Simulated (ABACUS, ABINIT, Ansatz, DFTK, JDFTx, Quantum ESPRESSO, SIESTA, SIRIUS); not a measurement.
LiH: 8 runs at one level of theory

```
Li H
1.0
     0.00000    2.03675    2.03675
     2.03675    0.00000    2.03675
     2.03675    2.03675    0.00000
Li H
1 1
Direct
  0.00000 0.00000 0.00000
  0.50000 0.50000 0.50000
```

Alike in all runs: task single point; functional PBEsol; k mesh 11 × 11 × 11; occupations fermi-dirac, width 0.05 eV; no spin polarisation; no spin-orbit coupling. Pressure is positive in compression and, in plane waves, holds the error of the finite cutoff.

```csv
program and potentials,plane-wave cutoff (eV),notes,pressure (GPa)
"SIRIUS, PseudoDojo 0.4.1 PBEsol standard (scalar relativistic)",1030,-,-2.33
"JDFTx, PseudoDojo-SR-PBEsol-0.4.1-standard with smoothed tails",1007,-,-2.34
"DFTK, PseudoDojo SR PBEsol 0.4.1 standard (PBEsol)",1007,-,-2.34
"SIESTA, files PseudoDojo sr-pbesol-0.4.1-standard, DZP (energy shift 0.003 Ry; two zetas on semicore shells)",-,atomic basis,-2.28
"Quantum ESPRESSO, GBRV 1.5 PBEsol",612,-,-2.29
"Ansatz, all-electron LAPW, scalar-relativistic",-,-,-2.33
"ABACUS, PseudoDojo NC SR 0.4.1 PBEsol standard, plane waves",1007,-,?
"ABINIT, PseudoDojo NC SR PBEsol v0.4.1 standard",1007,-,-2.34
```

Question: Estimate from the other rows what the run with ABACUS, PseudoDojo NC SR 0.4.1 PBEsol standard, plane waves gave.

Answer: Pressure -2.35 GPa. The other rows, which needn't bracket it: pressure -2.34 to -2.28.
